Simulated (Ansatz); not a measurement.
## Si2W: equation of state with LDA

Si2W:

```
CELL_PARAMETERS angstrom
-1.60690 1.60690 3.91495
1.60690 -1.60690 3.91495
1.60690 1.60690 -3.91495
ATOMIC_POSITIONS crystal
W 0.00000 0.00000 0.00000
Si 0.66530 0.66530 0.00000
Si 0.33470 0.33470 0.00000
```

- Program: Ansatz 0.2.0
- Task: equation of state
- Functional: LDA
- Potentials or basis: Ansatz PAW
- Cutoff: 420 eV
- Density cutoff: 1680 eV
- k mesh: 12 × 12 × 12
- Occupations: fermi-dirac, width 0.05 eV
- Spin: no spin polarisation

| Property | Result |
| --- | --- |
| Equilibrium volume | 13.14 Å³/atom |
| Bulk modulus at fixed shape and positions | 242 GPa |
| Pressure derivative of the bulk modulus | 4.4 |

Energy against volume, from the lowest point:
```tsv
volume (Å³/atom)	energy (meV/atom)
12.670	13.62
12.939	2.26
13.209	0.00
13.479	5.89
13.748	19.08
14.018	38.80
14.287	64.35
```

All runs of the series together: 22 s on 2 threads of Arm Neoverse V2, on a shared host.

Caveat: the cell was scaled at fixed shape and fractional positions, which overstates the stiffness of a crystal with free parameters, most of all of layers and chains. Spin-orbit coupling is left out, which matters for the levels of W.
